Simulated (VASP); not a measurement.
# NbP (I4_1md) in VASP: electric field gradients with PBEsol

Aim: the electric field gradients of NbP with PBEsol.

All numbers are computed with VASP 6.6.1; they aren't measurements. Logs are shortened: lines on timing, memory, paths and dates and some standing lists are left out, and cuts for length are marked.

### 1 The structure

Symmetry: I4_1md, No. 109, tetragonal system. Conventional cell: a = 3.350 Å, b = 3.350 Å, c = 11.480 Å, α = 90.00°, β = 90.00°, γ = 90.00°. Nb (site symmetry 2mm) is surrounded by 6 P at 2.55 Å. P (site symmetry 2mm) is surrounded by 6 Nb at 2.55 Å.

The cell is a database's computed one.

### 2 Electric field gradients, PBEsol

INCAR reads:

```
SYSTEM = NbP
PREC = Accurate
ENCUT = 520
EDIFF = 1E-7
ISMEAR = -1
SIGMA = 0.02
LREAL = .False.
LASPH = .True.
NELM = 60
ALGO = Fast
ISIF = 2
LWAVE = .False.
LCHARG = .False.
GGA = PS
LEFG = .True.
```

KPOINTS reads:

```
regular mesh
0
Gamma
  9 9 9
  0 0 0
```

POSCAR reads:

```
NbP
1.0
   -1.6749232544      1.6749232544      5.7401081759
    1.6749232544     -1.6749232544      5.7401081759
    1.6749232544      1.6749232544     -5.7401081759
Nb P
2 2
Direct
    0.7498808000      0.7498808000      0.0000000000
    0.4998808000      0.9998808000      0.5000000000
    0.3327477700      0.3327477700      0.0000000000
    0.0827477800      0.5827477800      0.5000000000
```

Potentials or basis: VASP PAW PBE potentials, release 64 (Nb_sv, P).

Launch:

```bash
> cat potpaw_PBE.64/Nb_sv/POTCAR potpaw_PBE.64/P/POTCAR > POTCAR
> mpirun -np 1 vasp_std > vasp.out
```

OUTCAR:

```text
SYSTEM = NbP
   PREC = Accurate
   ENCUT = 520
   EDIFF = 1E-7
   ISMEAR = -1
   LREAL = .False.
   LASPH = .True.
   NELM = 60
   ISIF = 2
   GGA = PS

 ion  position               nearest neighbor table
   1  0.750  0.750  0.000-   4 2.55   4 2.55   3 2.55   3 2.55   3 2.55   3 2.55
   2  0.500  1.000  0.500-   3 2.55   3 2.55   4 2.55   4 2.55   4 2.55   4 2.55
   3  0.333  0.333  0.000-   2 2.55   2 2.55   1 2.55   1 2.55   1 2.55   1 2.55
   4  0.083  0.583  0.500-   1 2.55   1 2.55   2 2.55   2 2.55   2 2.55   2 2.55

  LATTYP: Found a body centered tetragonal cell.
 ALAT       =     3.3498465088
 C/A-ratio  =     3.4270872775

  Lattice vectors:

 A1 = (  -1.6749232544,   1.6749232544,   5.7401081759)
 A2 = (   1.6749232544,  -1.6749232544,   5.7401081759)
 A3 = (   1.6749232544,   1.6749232544,  -5.7401081759)

Analysis of symmetry for initial positions (statically):
=====================================================================
 Subroutine PRICEL returns:
 Original cell was already a primitive cell.

 Routine SETGRP: Setting up the symmetry group for a
 body centered tetragonal supercell.

 Subroutine GETGRP returns: Found  8 space group operations
 (whereof  4 operations were pure point group operations)
 out of a pool of 16 trial point group operations.

The static configuration has the point symmetry C_2v.
 The point group associated with its full space group is C_4v.

Analysis of symmetry for dynamics (positions and initial velocities):
=====================================================================
 Subroutine PRICEL returns:
 Original cell was already a primitive cell.

 Routine SETGRP: Setting up the symmetry group for a
 body centered tetragonal supercell.

 Subroutine GETGRP returns: Found  8 space group operations
 (whereof  4 operations were pure point group operations)
 out of a pool of 16 trial point group operations.

The dynamic configuration has the point symmetry C_2v.
 The point group associated with its full space group is C_4v.

 Subroutine INISYM returns: Found  8 space group operations
 (whereof  4 operations are pure point group operations),
 and found     1 'primitive' translations

[... 145 lines left out ...]

  energy without entropy =      -37.78212249  energy(sigma->0) =      -37.78269403

 E-fermi :  10.4883     XC(G=0): -12.0994

 val. band max:       10.4853914601   @ k =  -0.1111   0.4444   0.1111
 cond. band min:      10.5199863143   @ k =  -0.1111  -0.4444   0.1111
 fundamental gap:      0.0345948542
 Fermi energy:        10.4882507735

 k-point     1 :       0.0000    0.0000    0.0000
  band No.  band energies     occupation
      1     -44.3829      2.00000
      2     -44.3456      2.00000
      3     -20.6740      2.00000
      4     -20.4752      2.00000
      5     -20.4752      2.00000
      6     -20.3304      2.00000
[... 589 lines left out ...]
     21      13.5907      0.00000
     22      14.3618      0.00000

 [... further k-points ...]

------------------------ aborting loop because EDIFF is reached ----------------------------------------

  FORCE on cell =-STRESS in cart. coord.  units (eV):
  Direction    XX          YY          ZZ          XY          YZ          ZX
  --------------------------------------------------------------------------------------
  -------------------------------------------------------------------------------------
  Total       -2.6313246     -2.6313246     -2.6518393      0.0000000      0.0000000      0.0000000
  in kB      -65.4508232    -65.4508232    -65.9610992      0.0000000      0.0000000      0.0000000
  external PRESSURE =     -65.6209152 kB  Pullay stress =       0.0000000 kB

 VOLUME and BASIS-vectors are now :
 -----------------------------------------------------------------------------
  energy-cutoff  :      520.00
  volume of cell :       64.41
      direct lattice vectors                 reciprocal lattice vectors
    -1.674923254  1.674923254  5.740108176     0.000000000  0.298521140  0.087106372
     1.674923254 -1.674923254  5.740108176     0.298521140  0.000000000  0.087106372
     1.674923254  1.674923254 -5.740108176     0.298521140  0.298521140  0.000000000

 POSITION                                       TOTAL-FORCE (eV/Angst)
 -----------------------------------------------------------------------------------
      0.00000      0.00000      8.60879        -0.000000     -0.000000      0.009640
      1.67492      0.00000      5.73874         0.000000      0.000000      0.009640
      0.00000      0.00000      3.82002         0.000000      0.000000     -0.009640
      1.67492      0.00000      0.94996        -0.000000     -0.000000     -0.009640
 -----------------------------------------------------------------------------------
    total drift:                               -0.000000     -0.000000     -0.000141

  FREE ENERGIE OF THE ION-ELECTRON SYSTEM (eV)
  ---------------------------------------------------
  free  energy   TOTEN  =       -37.7832655728 eV

  energy  without entropy=      -37.7821224868  energy(sigma->0) =      -37.78269403

 Electric field gradients (V/A^2)
---------------------------------------------------------------------
 ion       V_xx      V_yy      V_zz      V_xy      V_xz      V_yz
---------------------------------------------------------------------
   1     -18.485     8.550     9.935    -0.001    -0.000    -0.000
   2       8.550   -18.485     9.935    -0.001    -0.000    -0.000
   3      -9.660    -2.412    12.073     0.000     0.000     0.000
   4      -2.412    -9.660    12.073     0.000     0.000     0.000
---------------------------------------------------------------------

 Electric field gradients after diagonalization (V/A^2)
 (convention: |V_zz| > |V_xx| > |V_yy|)
----------------------------------------------------------------------
 ion       V_xx      V_yy      V_zz     asymmetry (V_yy - V_xx)/ V_zz
----------------------------------------------------------------------
   1       9.935     8.550   -18.485       0.075
   2       9.935     8.550   -18.485       0.075
   3      -9.660    -2.412    12.073       0.600
   4      -9.660    -2.412    12.073       0.600
----------------------------------------------------------------------

           NMR quadrupolar parameters

 Cq : quadrupolar parameter    Cq=e*Q*V_zz/h
 eta: asymmetry parameters     (V_yy - V_xx)/ V_zz
 Q  : nuclear electric quadrupole moment in mb (millibarn)
----------------------------------------------------------------------
 ion       Cq(MHz)       eta       Q (mb)
----------------------------------------------------------------------
   1      -0.045       0.075       1.000
   2      -0.045       0.075       1.000
   3       0.029       0.600       1.000
   4       0.029       0.600       1.000
----------------------------------------------------------------------
```

OSZICAR:

```text
N       E                     dE             d eps       ncg     rms          rms(c)
DAV:   1     0.362218292439E+03    0.36222E+03   -0.19520E+04  3300   0.163E+03
DAV:   2    -0.598854591204E+01   -0.36821E+03   -0.36206E+03  3962   0.596E+02
DAV:   3    -0.382113735786E+02   -0.32223E+02   -0.31741E+02  5984   0.126E+02
[... 26 lines left out ...]
RMM:  30    -0.377832651942E+02    0.72098E-07   -0.32886E-06  4837   0.883E-03    0.432E-03
RMM:  31    -0.377832653393E+02   -0.14517E-06   -0.30731E-06  4393   0.736E-03    0.324E-03
RMM:  32    -0.377832654440E+02   -0.10470E-06   -0.15954E-06  4044   0.632E-03    0.266E-03
RMM:  33    -0.377832655353E+02   -0.91258E-07   -0.13233E-06  3732   0.551E-03    0.234E-03
RMM:  34    -0.377832655728E+02   -0.37483E-07   -0.73950E-07  3497   0.492E-03
   1 F= -.37783266E+02 E0= -.37782694E+02  d E =-.114309E-02
```

stdout:

```text
POSCAR found type information on POSCAR NbP
 POSCAR found :  2 types and       4 ions
 scaLAPACK will be used
 -----------------------------------------------------------------------------
|                                                                             |
|                                                                             |
[... 42 lines left out ...]
 num prob  num prob  num prob  num prob  num prob  num prob  num prob  num prob  num prob  num prob  num prob  num prob  num prob  num prob  num prob  num prob  num prob  num prob  num prob  num prob  num prob  num prob  num prob  num prob  num prob  num prob  num prob  num prob  num prob  num prob  num prob  num prob RMM:  34    -0.377832655728E+02   -0.37483E-07   -0.73950E-07  3497   0.492E-03
ion   1

ion   2

ion   3

ion   4
```

It took 16 min on 1 thread of Intel Xeon Platinum 8375C at 2.90GHz (Ice Lake), shared host; peak memory 0.37 GiB.

What came out:

```
Free energy            : -37.7833 eV
Pressure               : -6.6 GPa
Largest force          : 0.010 eV/Å
Band gap on the k mesh : none (metal or under the smearing width)
```

Forces on the atoms (eV/Å):
```
Nb   0.000  0.000  0.010
Nb   0.000  0.000  0.010
P    0.000  0.000 -0.010
P    0.000  0.000 -0.010
```

Levels at points of the mesh, in eV from the Fermi level:
```tsv
k point	band 15	band 16	band 17	band 18	band 19	band 20	band 21	band 22
(0.00, 0.00, 0.00)	-2.18	-1.76	-1.38	-1.38	0.80	1.57	3.00	3.34
```

Electric field gradients, principal values (V/Å²):
| atom | Vxx | Vyy | Vzz |
| --- | --- | --- | --- |
| 1 Nb | 8.550 | 9.935 | -18.485 |
| 2 Nb | 8.550 | 9.935 | -18.485 |
| 3 P | -2.412 | -9.660 | 12.073 |
| 4 P | -2.412 | -9.660 | 12.073 |

Caveat: the PAW data sets were made with another functional, which shifts forces and pressure a little.
